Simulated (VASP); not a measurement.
Here is a VASP 6.6.1 calculation.

File INCAR:

```
SYSTEM = SnO2
ALGO = Normal ; EDIFF = 1E-6
ENCUT = 520 ; GGA = PS
ISIF = 2 ; ISMEAR = 0
LASPH = .TRUE. ; LCHARG = .FALSE.
LREAL = .FALSE. ; LWAVE = .FALSE.
NBANDS = 35 ; NELM = 60
PREC = Accurate ; SIGMA = 0.1
```

File KPOINTS:

```
k-points
0
G
  4 4 6
  0 0 0
```

POSCAR

```
SnO2
1.0
    4.7380000000      0.0000000000      0.0000000000
    0.0000000000      4.7380000000      0.0000000000
    0.0000000000      0.0000000000      3.1865000000
Sn O
2 4
Direct
    0.0000000000      0.0000000000      0.0000000000
    0.5000000000      0.5000000000      0.5000000000
    0.3071000000      0.3071000000      0.0000000000
    0.1929000000      0.8071000000      0.5000000000
    0.6929000000      0.6929000000      0.0000000000
    0.8071000000      0.1929000000      0.5000000000
```

Potentials or basis: VASP PAW PBE potentials, release 64 (Sn_d, O).

Launch:

```sh
$ cat potpaw_PBE.64/Sn_d/POTCAR potpaw_PBE.64/O/POTCAR > POTCAR
$ mpirun -np 1 vasp_std > vasp.out
```

Q: What does it give for the largest force?

A: 0.228 eV/Å.

Q: What does it give for the band gap on the k mesh?

A: 1.18 eV, direct.

Q: Predict the pressure.

A: 5.4 GPa.

Forces on the atoms (eV/Å):
```
Sn   0.000  0.000  0.000
Sn   0.000  0.000  0.000
O   -0.162 -0.162  0.000
O    0.162 -0.162  0.000
O    0.162  0.162  0.000
O   -0.162  0.162  0.000
```

Caveat: the PAW data sets were made with another functional, which shifts forces and pressure a little; spin-orbit coupling is left out, which moves the levels of the heavy elements. As with any semilocal functional, this PBEsol gap is likely too small.
